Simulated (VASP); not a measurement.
# ZnSiP2 (I-42d) in VASP: single point with HSE06

Aim: the single point of ZnSiP2 with HSE06.

Program: VASP 6.6.1. These are calculated values, not measurements. Logs are shortened: lines on timing, memory, paths and dates and some standing lists are left out, and cuts for length are marked.

## 1. The crystal as given

The structure is tetragonal, space group I-42d (No. 122). Conventional cell: a = 5.358 Å, b = 5.358 Å, c = 10.444 Å, α = 90.00°, β = 90.00°, γ = 90.00°. Around Zn (site symmetry -4) lie 4 P at 2.35 Å. Around Si (site symmetry -4) lie 4 P at 2.26 Å. Around P (site symmetry 2) lie 2 Si at 2.26 Å and 2 Zn at 2.35 Å.

The cell is a database's computed one.

## 2. Single point, HSE06

Contents of POSCAR:

```
ZnSiP2
1.0
   -2.6789500000      2.6789500000      5.2220000000
    2.6789500000     -2.6789500000      5.2220000000
    2.6789500000      2.6789500000     -5.2220000000
Zn Si P
2 2 4
Direct
    0.0000000000      1.0000000000      0.0000000000
    0.7500000000      0.2500000000      0.5000000000
    0.5000000000      0.5000000000      0.0000000000
    0.2500000000      0.7500000000      0.5000000000
    0.3750000000      0.3898500000      0.5148500000
    0.8750000000      0.8601500000      0.4851500000
    0.6101500000      0.1250000000      0.9851500000
    0.1398500000      0.6250000000      0.0148500000
```

Contents of INCAR.step1:

```
SYSTEM = ZnSiP2
PREC = Accurate
ENCUT = 520
EDIFF = 1E-5
ISMEAR = 0
SIGMA = 0.02
LREAL = .False.
LASPH = .True.
NELM = 60
ALGO = Normal
ISIF = 2
LWAVE = .True.
GGA = PE
```

Contents of INCAR.step2:

```
SYSTEM = ZnSiP2
PREC = Accurate
ENCUT = 520
EDIFF = 1E-6
ISMEAR = 0
SIGMA = 0.02
LREAL = .False.
LASPH = .True.
NELM = 60
ALGO = Normal
ISIF = 2
LWAVE = .False.
LCHARG = .True.
GGA = PE
LHFCALC = .True.
HFSCREEN = 0.2
PRECFOCK = Fast
LELF = .True.
LVHAR = .True.
ISTART = 1
```

Contents of KPOINTS:

```
regular mesh
0
Gamma
  4 4 4
  0 0 0
```

Potentials or basis: VASP PAW PBE potentials, release 64 (Zn, Si, P).

Run with:

```bash
cat potpaw_PBE.64/Zn/POTCAR potpaw_PBE.64/Si/POTCAR potpaw_PBE.64/P/POTCAR > POTCAR
cp INCAR.step1 INCAR
mpirun -np 1 vasp_std > vasp.out
cp INCAR.step2 INCAR
mpirun -np 1 vasp_std > vasp.out
```

OUTCAR:

```text
SYSTEM = ZnSiP2
   PREC = Accurate
   ENCUT = 520
   EDIFF = 1E-6
   ISMEAR = 0
   LREAL = .False.
   LASPH = .True.
   NELM = 60
   ISIF = 2
   GGA = PE
   LHFCALC = .True.
   HFSCREEN = 0.2
   PRECFOCK = Fast
   ISTART = 1

 ion  position               nearest neighbor table
   1  0.000  0.000  0.000-   8 2.35   7 2.35   5 2.35   6 2.35
   2  0.750  0.250  0.500-   5 2.35   8 2.35   6 2.35   7 2.35
   3  0.500  0.500  0.000-   5 2.26   6 2.26   7 2.26   8 2.26
   4  0.250  0.750  0.500-   5 2.26   6 2.26   7 2.26   8 2.26
   5  0.375  0.390  0.515-   3 2.26   4 2.26   2 2.35   1 2.35
   6  0.875  0.860  0.485-   3 2.26   4 2.26   1 2.35   2 2.35
   7  0.610  0.125  0.985-   3 2.26   4 2.26   2 2.35   1 2.35
   8  0.140  0.625  0.015-   3 2.26   4 2.26   1 2.35   2 2.35

  LATTYP: Found a body centered tetragonal cell.
 ALAT       =     5.3579000000
 C/A-ratio  =     1.9492711697

  Lattice vectors:

 A1 = (  -2.6789500000,   2.6789500000,   5.2220000000)
 A2 = (   2.6789500000,  -2.6789500000,   5.2220000000)
 A3 = (   2.6789500000,   2.6789500000,  -5.2220000000)

Analysis of symmetry for initial positions (statically):
=====================================================================
 Subroutine PRICEL returns:
 Original cell was already a primitive cell.

 Routine SETGRP: Setting up the symmetry group for a
 body centered tetragonal supercell.

 Subroutine GETGRP returns: Found  8 space group operations
 (whereof  4 operations were pure point group operations)
 out of a pool of 16 trial point group operations.

The static configuration has the point symmetry S_4 .
 The point group associated with its full space group is D_2d.

Analysis of symmetry for dynamics (positions and initial velocities):
=====================================================================
 Subroutine PRICEL returns:
 Original cell was already a primitive cell.

 Routine SETGRP: Setting up the symmetry group for a
 body centered tetragonal supercell.

 Subroutine GETGRP returns: Found  8 space group operations
 (whereof  4 operations were pure point group operations)
 out of a pool of 16 trial point group operations.

The dynamic configuration has the point symmetry S_4 .
 The point group associated with its full space group is D_2d.

 Subroutine INISYM returns: Found  8 space group operations
 (whereof  4 operations are pure point group operations),
 and found     1 'primitive' translations

----------------------------------------------------------------------------------------

                                     Primitive cell

  volume of cell :     149.9084

  direct lattice vectors                    reciprocal lattice vectors
    -2.678950000  2.678950000  5.222000000     0.000000000  0.186640288  0.095748755
     2.678950000 -2.678950000  5.222000000     0.186640288  0.000000000  0.095748755
     2.678950000  2.678950000 -5.222000000     0.186640288  0.186640288  0.000000000

  length of vectors
     6.451575792  6.451575792  6.451575792     0.209767541  0.209767541  0.263949227

  position of ions in fractional coordinates (direct lattice)
     0.000000000  0.000000000  0.000000000
     0.750000000  0.250000000  0.500000000
     0.500000000  0.500000000  0.000000000
     0.250000000  0.750000000  0.500000000
     0.375000000  0.389850000  0.514850000
     0.875000000  0.860150000  0.485150000
     0.610150000  0.125000000  0.985150000
     0.139850000  0.625000000  0.014850000

  ion indices of the primitive-cell ions
   primitive index   ion index
                 1           1
                 2           2
                 3           3
                 4           4
                 5           5
                 6           6
                 7           7
                 8           8

----------------------------------------------------------------------------------------

 KPOINTS: regular mesh

Automatic generation of k-mesh.
 Grid dimensions read from file:
 generate k-points for:    4    4    4

 Generating k-lattice:

  Cartesian coordinates                     Fractional coordinates (reciprocal lattice)
     0.000000000  0.046660072  0.023937189     0.250000000 -0.000000000  0.000000000
     0.046660072  0.000000000  0.023937189    -0.000000000  0.250000000  0.000000000
     0.046660072  0.046660072  0.000000000     0.000000000  0.000000000  0.250000000

  Length of vectors
     0.052441885  0.052441885  0.065987307

  Shift w.r.t. Gamma in fractional coordinates (k-lattice)
     0.000000000  0.000000000  0.000000000

 Subroutine IBZKPT returns following result:
 ===========================================

 Found     13 irreducible k-points:

 Following reciprocal coordinates:
            Coordinates               Weight
  0.000000  0.000000  0.000000      1.000000
  0.250000  0.000000  0.000000      8.000000
  0.500000  0.000000  0.000000      4.000000
  0.250000  0.250000  0.000000      8.000000
  0.500000  0.250000  0.000000     16.000000
 -0.250000  0.250000  0.000000      4.000000
  0.500000  0.500000  0.000000      2.000000
  0.250000  0.250000  0.250000      2.000000
 -0.250000  0.250000  0.250000      4.000000
  0.500000  0.500000  0.250000      4.000000
 -0.250000  0.500000  0.250000      8.000000
 -0.250000 -0.250000  0.250000      2.000000
  0.500000  0.500000  0.500000      1.000000
   k-points           NKPTS =     13   k-points in BZ     NKDIM =     64   number of bands    NBANDS=     31
   number of dos      NEDOS =    301   number of ions     NIONS =      8
   total plane-waves  NPLWV = 110592
   dimension x,y,z NGX =    48 NGY =   48 NGZ =   48
   dimension x,y,z NGXF=    96 NGYF=   96 NGZF=   96
   ions per type =               2   2   4
   NGX,Y,Z   is equivalent  to a cutoff of  12.37, 12.37, 12.37 a.u.
   NGXF,Y,Z  is equivalent  to a cutoff of  24.74, 24.74, 24.74 a.u.
 SYSTEM =  ZnSiP2
   PREC   = accura    normal or accurate (medium, high low for compatibility)
   ISTART =      1    job   : 0-new  1-cont  2-samecut
   ICHARG =      0    charge: 1-file 2-atom 10-const
   ISPIN  =      1    spin polarized calculation?
   LNONCOLLINEAR =      F non collinear calculations
   LSORBIT =      F    spin-orbit coupling
   LASPH  =      T    aspherical Exc in radial PAW
   ENCUT  =  520.0 eV  38.22 Ry    6.18 a.u.  12.00 12.00 12.00*2*pi/ulx,y,z
   NELM   =     60;   NELMIN=  2; NELMDL=  0     # of ELM steps
   EDIFF  = 0.1E-05   stopping-criterion for ELM
   LREAL  =      F    real-space projection
   EDIFFG = 0.1E-04   stopping-criterion for IOM
   NSW    =      0    number of steps for IOM
   IBRION =     -1    ionic relax: 0-MD 1-quasi-New 2-CG
   NFREE  =      0    steps in history (QN), initial steepest desc. (CG)
   ISIF   =      2    stress and relaxation
   ISYM   =      3    0-nonsym 1-usesym 2-fastsym
   POTIM  = 0.5000    time-step for ionic-motion
   TEBEG  =    0.0;   TEEND  =   0.0 temperature during run
   PSTRESS=    0.0 pullay stress
   NELECT =      52.0000    total number of electrons
   NUPDOWN=      -1.0000    fix difference up-down
   EMIN   =  10.00;   EMAX   =-10.00  energy-range for DOS
   EFERMI =   0.00;   METHOD = LEGACY
   ISMEAR =     0;   SIGMA  =   0.02  broadening in eV -4-tet -1-fermi 0-gaus
   EFERMI_NEDOS =   21; number of points for ismear=-14 and -15
   IALGO  =     38    algorithm
   IMIX   =      1    mixing-type and parameters
     AMIX     =   0.40;   BMIX     =  1.00
     AMIX_MAG =   1.60;   BMIX_MAG =  1.00
  volume/ion in A,a.u.               =      18.74       126.45
  Fermi-wavevector in a.u.,A,eV,Ry     =   1.150272  2.173699 18.002221  1.323126
  Thomas-Fermi vector in A             =   2.286937
   LORBIT       =      0    0 simple, 1 ext, 2 COOP (PROOUT), +10 PAW based schemes
   GGA     = PE    functional components
   LHFCALC =     T    Hartree Fock is set to
   PRECFOCK=fast      Normal, Fast or Accurate (Low or Medium for compatibility)
   ENCUT4O =  -1.0   cutoff for four orbital integrals eV
   NKREDX  =     1    reduce k-point grid by
   NKREDY  =     1    reduce k-point grid by
   NKREDZ  =     1    reduce k-point grid by
   AEXX    =    0.2500 exact exchange contribution
   HFSCREEN=    0.2000 screening length (either q_TF or 0.3 A-1)
   HFSCREENC=   0.2000 screening length for correlation (either q_TF or 0.3 A-1)
   ENCUTFOCK=  -1.0 apply spherical cutoff to Coloumb kernel
   IVDW    =     0    specifies the selected vdW correction
   LEPSILON=     F    determine dielectric tensor
   LRPA    =     F    only Hartree local field effects (RPA)
 non-spin polarized calculation
 Gauss-broadening in eV      SIGMA  =   0.02
  energy-cutoff  :      520.00
  volume of cell :      149.91
 maximum number of plane-waves:      4052
  NGX = 28; NGY = 28; NGZ = 28

 number of electron      52.0000023 magnetization

 Free energy of the ion-electron system (eV)
  ---------------------------------------------------
  ext. energy  EPLUGINS =         0.00000000
  ---------------------------------------------------
  free energy    TOTEN  =       -43.97748452 eV

  energy without entropy =      -43.97748452  energy(sigma->0) =      -43.97748452

 E-fermi :   4.3514     XC(G=0):  -8.1579

 val. band max:        4.2564769068   @ k =   0.0000   0.0000   0.0000
 cond. band min:       6.2295305847   @ k =   0.0000   0.0000   0.0000
 fundamental gap:      1.9730536779
 Fermi energy:         4.3514438688

 k-point     1 :       0.0000    0.0000    0.0000
  band No.  band energies     occupation
      1     -10.2101      2.00000
      2      -7.0019      2.00000
      3      -7.0019      2.00000
      4      -6.9999      2.00000
      5      -5.2486      2.00000
      6      -4.2764      2.00000
[... 23 lines left out ...]
     30       8.4931      0.00000
     31       8.4931      0.00000

 k-point     2 :       0.2500    0.0000    0.0000
  band No.  band energies     occupation
      1      -9.9020      2.00000
      2      -7.6285      2.00000
      3      -7.1930      2.00000
      4      -7.1059      2.00000
      5      -4.8420      2.00000
      6      -4.3388      2.00000
[... 366 lines left out ...]
 k-point    13 :       0.5000    0.5000    0.5000
  band No.  band energies     occupation
      1      -9.1140      2.00000
      2      -9.1140      2.00000
      3      -7.0437      2.00000
      4      -7.0437      2.00000
      5      -4.4676      2.00000
      6      -4.4676      2.00000
[... 23 lines left out ...]
     30       6.6850      0.00000
     31       7.6772      0.00000

------------------------ aborting loop because EDIFF is reached ----------------------------------------

  FORCE on cell =-STRESS in cart. coord.  units (eV):
  Direction    XX          YY          ZZ          XY          YZ          ZX
  --------------------------------------------------------------------------------------
  -------------------------------------------------------------------------------------
  Total        1.2529957      1.2529957      1.0517118      0.0000000     -0.0000000      0.0000000
  in kB       13.3916499     13.3916499     11.2403864      0.0000000     -0.0000000      0.0000000
  external PRESSURE =      12.6745621 kB  Pullay stress =       0.0000000 kB

 VOLUME and BASIS-vectors are now :
 -----------------------------------------------------------------------------
  energy-cutoff  :      520.00
  volume of cell :      149.91
      direct lattice vectors                 reciprocal lattice vectors
    -2.678950000  2.678950000  5.222000000     0.000000000  0.186640288  0.095748755
     2.678950000 -2.678950000  5.222000000     0.186640288  0.000000000  0.095748755
     2.678950000  2.678950000 -5.222000000     0.186640288  0.186640288  0.000000000

 POSITION                                       TOTAL-FORCE (eV/Angst)
 -----------------------------------------------------------------------------------
      0.00000      0.00000      0.00000        -0.000000      0.000000      0.000000
      0.00000      2.67895      2.61100        -0.000000      0.000000      0.000000
      0.00000      0.00000      5.22200        -0.000000      0.000000     -0.000000
      2.67895      0.00000      2.61100        -0.000000      0.000000     -0.000000
      1.41904      1.33947      1.30550         0.347471      0.000000     -0.000000
      1.25991      1.33947      6.52750        -0.347471      0.000000      0.000000
      1.33947      3.93886     -1.30550        -0.000000     -0.347471      0.000000
      1.33948     -1.25991      3.91650        -0.000000      0.347471     -0.000000
 -----------------------------------------------------------------------------------
    total drift:                               -0.000000      0.000009     -0.000018

  FREE ENERGIE OF THE ION-ELECTRON SYSTEM (eV)
  ---------------------------------------------------
  free  energy   TOTEN  =       -43.9774845220 eV

  energy  without entropy=      -43.9774845220  energy(sigma->0) =      -43.97748452
```

Run time: 1.6 h. Hardware: 1 thread of Intel Xeon Platinum 8488C (Sapphire Rapids), shared host; peak memory 0.49 GiB.

Results:

```yaml
Free_energy: -43.9775 eV
Pressure: 1.3 GPa
Largest_force: 0.347 eV/Å
Band_gap_on_the_k_mesh: 1.97 eV, direct
```

Forces in eV/Å, atoms in the order of the input:
```
Zn   0.000  0.000  0.000
Zn   0.000  0.000  0.000
Si   0.000  0.000  0.000
Si   0.000  0.000  0.000
P    0.347  0.000  0.000
P   -0.347  0.000  0.000
P    0.000 -0.347  0.000
P    0.000  0.347  0.000
```

Caveat: the PAW data sets were made with another functional, which shifts forces and pressure a little. A k mesh can miss the band edges.
